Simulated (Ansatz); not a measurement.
Fe: equation of state with r2SCAN+D4

**Experimental background.**

From “Pressure Induced Densification and Compression in a Reprocessed Borosilicate Glass”, 2018, pmc:5793612, for a bulk crystal of Fe: bulk modulus 166.4 GPa.

Fe:

```
Fe
1.0
    -1.44300    1.44300    1.44300
     1.44300   -1.44300    1.44300
     1.44300    1.44300   -1.44300
Fe
1
Direct
  0.00000 0.00000 0.00000
```

* Program: Ansatz 0.2.0
* Task: equation of state
* Functional: r2SCAN
* Dispersion: D4
* Potentials or basis: Ansatz PAW
* Cutoff: 500 eV
* Density cutoff: 2000 eV
* k mesh: 13 × 13 × 13
* Occupations: fermi-dirac, width 0.05 eV
* Spin: collinear spin, ferromagnetic start
* Starting moments: [3.0] μB

```
Equilibrium volume                      : 11.69 Å³/atom
Bulk modulus                            : 207 GPa
Pressure derivative of the bulk modulus : 5.2
```

Energy against volume, from the lowest point:
| volume (Å³/atom) | energy (meV/atom) |
| --- | --- |
| 11.298 | 8.79 |
| 11.538 | 0.96 |
| 11.778 | 0.00 |
| 12.019 | 5.23 |
| 12.259 | 15.79 |
| 12.499 | 31.00 |
| 12.740 | 50.45 |

All runs of the series together: 29 s on 2 threads of Arm Neoverse V1, with other jobs on the host.

Measured bulk modulus of Fe: 166.4 GPa (quoted in “Pressure Induced Densification and Compression in a Reprocessed Borosilicate Glass”, 2018, pmc:5793612). This calculation gives 207 GPa (+24.3 %). The fit is for a static lattice scaled at fixed shape and fixed fractional positions.

Caveat: the magnetic or orbital state may not be the lowest; the PAW data sets were made with another functional, which shifts forces and pressure a little.
